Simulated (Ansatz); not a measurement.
## Lattice vibrations of ZrN at Γ at 3 GPa

All numbers below come from DFT PBEsol, scalar-relativistic, plane waves, PAW in Ansatz 0.2.0. Settings: 420 eV plane-wave cutoff, Γ-centred 16×16×16 mesh, Fermi-Dirac smearing of 0.15 eV. No spin polarisation. Phonons by linear response, acoustic sum rule imposed.

The cell, relaxed at 3 GPa:
```
CELL_PARAMETERS angstrom
0.00000 2.26828 2.26828
2.26828 0.00000 2.26828
2.26828 2.26828 0.00000
ATOMIC_POSITIONS crystal
Zr 0.00000 0.00000 0.00000
N 0.50000 0.50000 0.50000
```

In a metal, frequencies and elastic constants depend on the k mesh and the smearing, soft modes and shear constants most. Spin polarisation was left out, and a magnetic state may lie lower.

Optical modes at Γ; i marks an imaginary frequency:
```csv
frequency (THz),degeneracy
15.27,3
```

All 3 optical modes at Γ are real: no displacement of atoms at fixed cell lowers the energy to second order. Strains and modes at other wave vectors aren't tested by this run.

Cost: 1 run of about 0.22 core-minutes, on AMD EPYC 9R45 (Zen 5) (shared hosts).